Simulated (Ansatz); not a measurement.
The system is BaTiO3.

```
Ba Ti O
1.0
     3.72890   -0.42193    0.02237
    -0.28447    3.27547    3.11008
     0.31643   -2.75371    2.58992
Ba Ti O
1 1 3
Direct
  0.00364 0.99727 0.99850
  0.50025 0.51161 0.51018
  0.99835 0.49282 0.49504
  0.49991 0.50154 0.99454
  0.49786 0.99299 0.49796
```

The cell isn't the ideal one: cell sheared at random, sigma 0.1, atoms nudged by 0.01 Å.

Base run:

| Item | Value |
| --- | --- |
| Program | Ansatz 0.2.0 |
| Functional | PBE |
| Potentials or basis | Ansatz PAW |
| Cutoff | 420 eV (not typed: the program's choice for these potentials) |
| k mesh | 7 × 6 × 7 |
| Occupations | fermi-dirac, width 0.05 eV |
| Spin | no spin polarisation |
| Hubbard terms | Ti d U = 6 eV |

Its results: band gap on the k mesh 1.36 eV, indirect (least direct gap 1.43 eV); pressure 19.6 GPa; largest force 0.599 eV/Å.

The run is repeated on the same cell with these changes: hubbard terms from Ti d U = 6 eV to Ti d U = 1 eV. What comes out?

Band gap on the k mesh 0.71 eV, indirect (least direct gap 0.80 eV); pressure 17.7 GPa; largest force 0.702 eV/Å.

Caveats: spin-orbit coupling is left out, which moves the levels of the heavy elements.
